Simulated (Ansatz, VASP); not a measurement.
**One calculation of Te, 3 ways**

```
CELL_PARAMETERS angstrom
2.30590 1.33131 1.69095
-2.30590 1.33131 1.69095
0.00000 -2.66263 1.69095
ATOMIC_POSITIONS crystal
Te 0.50000 0.50000 0.50000
```

This isn't the form of Te at room conditions, which is trigonal, of chains.

Alike in all runs: task band structure; functional LDA; k mesh 9 × 9 × 9; occupations fermi-dirac, width 0.05 eV; no spin polarisation; no spin-orbit coupling. LDA stands for any of its common fits. Pressure is positive in compression and, in plane waves, holds the error of the finite cutoff, which Ansatz's Pulay term estimates and takes out.

```json
{"program and potentials": "Ansatz, Ansatz PAW", "plane-wave cutoff (eV)": "420", "notes": "potentials made for PBE, which Ansatz adapts in part; 16 valence electrons an atom on average; Pulay term of +0.04 GPa included", "pressure (GPa)": "-1.10"}
{"program and potentials": "VASP, LDA PAW files Te, 520 eV", "plane-wave cutoff (eV)": "520", "notes": "6 valence electrons an atom on average", "pressure (GPa)": "-1.02"}
{"program and potentials": "Ansatz, all-electron LAPW, scalar-relativistic", "plane-wave cutoff (eV)": "-", "notes": "-", "pressure (GPa)": "-1.07"}
```

The pressure spans -1.10 (Ansatz, Ansatz PAW) to -1.02 GPa (VASP, LDA PAW files Te, 520 eV), with all-electron results at -1.07.

The functional is the same throughout but for its coding, so the spread measures potentials, basis and numerics; runs on potential files found faulty are left out.
